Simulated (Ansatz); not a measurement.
# WC: the cost of one run

Method: DFT PBEsol, scalar-relativistic, plane waves, PAW, in Ansatz 0.2.0.

3 further runs of the same task are left out: 1 that didn't finish, 2 set aside as unsound or not needed.

## Step 1: The starting structure

Symmetry: P-6m2, No. 187, hexagonal system. Conventional cell: a = 2.898 Å, b = 2.898 Å, c = 2.828 Å, α = 90.00°, β = 90.00°, γ = 120.00°. W (site symmetry -6m2) has 6 C at 2.19 Å as nearest neighbours. C (site symmetry -6m2) has 6 W at 2.19 Å as nearest neighbours.

Coordinates:

```
CELL_PARAMETERS angstrom
2.89841 0.00000 0.00000
-1.44921 2.51010 0.00000
0.00000 0.00000 2.82761
ATOMIC_POSITIONS crystal
W 0.00000 0.00000 0.00000
C 0.66667 0.33333 0.50000
```

This cell was relaxed beforehand with the same method: volume 10.29 Å³/atom, gap on the mesh none (metal).

Bulk energy on matching settings, from an earlier run: -5251.8658 eV/atom.

## Step 2: The (001) slab

Miller indices refer to the conventional cell of the relaxed bulk, P-6m2 (No. 187): a = 2.898 Å, b = 2.898 Å, c = 2.828 Å, α = 90.00°, β = 90.00°, γ = 120.00°.

Cut from the relaxed bulk: a (001) slab, 9.9 Å thick as cut, with 15 Å of vacuum; its outer planes are W (top) and C (bottom).

The slab as cut. Layers, bottom to top:

| plane | atoms per cell | height over the lowest (Å) |
| --- | --- | --- |
| 1 | C | 0.00 |
| 2 | W | 1.41 |
| 3 | C | 2.83 |
| 4 | W | 4.24 |
| 5 | C | 5.66 |
| 6 | W | 7.07 |
| 7 | C | 8.48 |
| 8 | W | 9.90 |

## Step 3: Single point on the unrelaxed (001) slab

The cell repeats along c, and a dipole correction in the vacuum removes the field between the copies.

The input, input.yaml:

```yaml
crystal:
  lattice:
    - [2.8984136678, 0.0, 0.0]
    - [-1.4492068339, 2.510099867, 0.0]
    - [0.0, 0.0, 24.8966416592]
  atoms:
    - { symbol: C, position: [0.6666666667, 0.3333333333, 0.3012454492] }
    - { symbol: W, position: [0.0, 0.0, 0.3580324637] }
    - { symbol: C, position: [0.6666666667, 0.3333333333, 0.4148194782] }
    - { symbol: W, position: [0.0, 0.0, 0.4716064927] }
    - { symbol: C, position: [0.6666666667, 0.3333333333, 0.5283935073] }
    - { symbol: W, position: [0.0, 0.0, 0.5851805218] }
    - { symbol: C, position: [0.6666666667, 0.3333333333, 0.6419675363] }
    - { symbol: W, position: [0.0, 0.0, 0.6987545508] }
basis:
  ecutwfc: 420
kpoints:
  mp_grid: { grid: [12, 12, 1] }
hamiltonian:
  xc: pbesol
scf:
  occupations: { method: gaussian, width: 0.1 }
output:
  forces: true
  stress: true
  eigenvalues: true
  write_density: true
  write_potential: true
  elf: true
  volumetric_format: npy
efield:
  axis: 3
  dipole_correction: true
  ramp_width: 0.04
```

Started as:

```sh
$ ansatz run input.yaml --threads 1 --pin off --max-ram 2560MiB --backend cpu --events-out ev --progress --plain --runs-dir out
```

What time and memory should one allow on 1 thread of Intel Xeon at 2.50GHz (Skylake/Cascade Lake), shared host?

About 37 s, with a peak of 0.46 GiB.
